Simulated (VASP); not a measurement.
A calculation with VASP 6.6.1 of Yb (native input, structure from a POSCAR):

INCAR

```
SYSTEM = Yb
PREC     = Accurate       ! precision mode
ENCUT    = 520            ! plane-wave cutoff, eV
EDIFF    = 1E-7           ! SCF threshold, eV
ISMEAR   = 0              ! smearing method
SIGMA    = 0.05           ! smearing width, eV
LREAL    = .False.        ! projectors in reciprocal space
LASPH    = .True.         ! aspherical terms in the spheres
NELM     = 150            ! most SCF steps
ALGO     = Fast           ! electronic algorithm
ISIF     = 2              ! what is computed and relaxed
LWAVE    = .False.        ! write WAVECAR
LCHARG   = .True.         ! write CHGCAR
ISPIN    = 2              ! spin polarisation
MAGMOM   = 1              ! initial moments
LORBIT   = 11             ! projections on sites
LMAXMIX  = 6              ! l up to which the mixer works
GGA      = PS             ! functional
LELF     = .True.         ! ELF
LVHAR    = .True.
```

KPOINTS

```
Automatic mesh
0
Gamma
  9 9 9
  0 0 0
```

Contents of POSCAR:

```
Yb
1.0
   -2.1514830000      2.1514830000      2.1514830000
    2.1514830000     -2.1514830000      2.1514830000
    2.1514830000      2.1514830000     -2.1514830000
Yb
1
Cartesian
    0.0000000000      0.0000000000      0.0000000000
```

Potentials or basis: VASP PAW PBE potentials, release 64 (Yb).

The run is started by

```bash
$ cat potpaw_PBE.64/Yb/POTCAR > POTCAR
$ mpirun -np 1 vasp_std > vasp.out
```

This isn't the form of Yb at room conditions, which is fcc.

Task: Write the same calculation in another form: ASE script, structure typed inline.

Result: As run:

Contents of run.py:

```python
from ase import Atoms
from ase.calculators.vasp import Vasp
from ase.dft.bandgap import bandgap

atoms = Atoms(
    ['Yb'],
    cell=[[-2.151483, 2.151483, 2.151483], [2.151483, -2.151483, 2.151483], [2.151483, 2.151483, -2.151483]],
    scaled_positions=[[0.0, 0.0, 0.0]],
    pbc=True,
)
atoms.set_initial_magnetic_moments([1.0])
calc = Vasp(
    directory='calc',
    xc='pbesol',
    pp='PBE',
    setups='materialsproject',
    prec='Accurate',
    encut=520,
    ediff=1e-07,
    ismear=0,
    sigma=0.05,
    lreal=False,
    lasph=True,
    nelm=150,
    algo='Fast',
    isif=2,
    lwave=False,
    lcharg=False,
    ispin=2,
    lorbit=11,
    lmaxmix=6,
    kpts=[9, 9, 9],
    gamma=True,
)
atoms.calc = calc

print('energy (eV):', atoms.get_potential_energy())
print('free energy (eV):', atoms.get_potential_energy(force_consistent=True))
print('forces (eV/A):')
print(atoms.get_forces())
print('stress (eV/A^3, Voigt):', atoms.get_stress())
print('Fermi level (eV):', calc.get_fermi_level())
print('moment (muB):', atoms.get_magnetic_moment())
print('site moments (muB):', atoms.get_magnetic_moments())
gap, top, bottom = bandgap(calc)
print('band gap (eV):', gap, 'from (spin, k, band)', top, 'to', bottom)
```

Potentials or basis: VASP PAW PBE potentials, release 64 (Yb).

Run with:

```bash
$ python run.py
```

Both were run:

|  | native input, structure from a POSCAR | ASE script, structure typed inline |
| --- | --- | --- |
| Pressure | -3.8 GPa | -3.8 GPa |
| Band gap on the k mesh | none (metal or under the smearing width) | none (metal or under the smearing width) |
| Net moment | 0.00 μB per cell | 0.00 μB per cell |
| Valence electrons inside the program's atomic spheres | Yb 22.06 | Yb 22.06 |

Keys that steer only the numerical path or the files written may differ.

Caveat: the PAW data sets were made with another functional, which shifts forces and pressure a little; spin-orbit coupling is left out, which moves the levels of the heavy elements.
